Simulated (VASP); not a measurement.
Wanted: the native input for a VASP 6.6.1 run.

| Item | Value |
| --- | --- |
| Task | relaxation of cell and atoms |
| Functional | PBE |
| Potentials or basis | VASP PAW PBE potentials, release 64 (Sn_d, Ge_d) |
| Cutoff | 520 eV |
| k mesh | 6 × 6 × 4 |
| Occupations | gaussian, width 0.15 eV |
| Spin | no spin polarisation |
| Further INCAR settings | PREC = Normal; ALGO = Fast; EDIFF = 0.0001; IBRION = 2; EDIFFG = -0.08; NSW = 24; ISIF = 3 |

The structure of Sn2Ge lies in POSCAR:

```
Sn2Ge
1.0
    3.9336322500      0.0000000000      0.0000000000
   -1.9668161300      3.4066254600      0.0000000000
    0.0000000000      0.0000000000      6.0759123400
Sn Ge
2 1
Direct
    0.6666666700      0.3333333300      0.7926609100
    0.6666666700      0.3333333300      0.2073390900
    0.0000000000      0.0000000000      0.0000000000
```

The cell was built by a generator and needn't be a form met in nature.

One way to write it, as run:

INCAR

```
SYSTEM = Sn2Ge
  ALGO = Fast
  EDIFF = 1E-4
  EDIFFG = -0.08
  ENCUT = 520
  GGA = PE
  IBRION = 2
  ISIF = 3
  ISMEAR = 0
  LASPH = .TRUE.
  LCHARG = .FALSE.
  LREAL = .FALSE.
  LWAVE = .FALSE.
  NELM = 60
  NSW = 24
  PREC = Normal
  SIGMA = 0.15
```

KPOINTS

```
k-points
0
G
  6 6 4
  0 0 0
```

Potentials or basis: VASP PAW PBE potentials, release 64 (Sn_d, Ge_d).

Command:

```console
$ cat potpaw_PBE.64/Sn_d/POTCAR potpaw_PBE.64/Ge_d/POTCAR > POTCAR
$ mpirun -np 1 vasp_std > vasp.out
```

It gave:

- Relaxed volume: 33.11 Å³/atom
- Relaxed cell: a = 4.132 Å, b = 4.132 Å, c = 6.719 Å, α = 90.00°, β = 90.00°, γ = 120.00°
- Space group after relaxing (to 0.05 Å): P-6m2 (No. 187)
- Energy gained by relaxing: 686.1 meV/atom
- Ionic steps: 5
- Pressure after relaxing: -0.2 GPa
- Largest force after relaxing: 0.058 eV/Å
- Band gap on the k mesh: none (metal or under the smearing width)

Caveat: the volume moved by over 15 % at a fixed basis, so the end points are rough; the relaxation stopped at a loose force limit of 0.08 eV/Å, so its end isn't a converged minimum.

Wall time 97 s on 1 thread of Intel(R) Xeon(R) Platinum 8259CL CPU @ 2.50GHz (Skylake/Cascade Lake), on a shared host, peak memory 0.18 GiB.
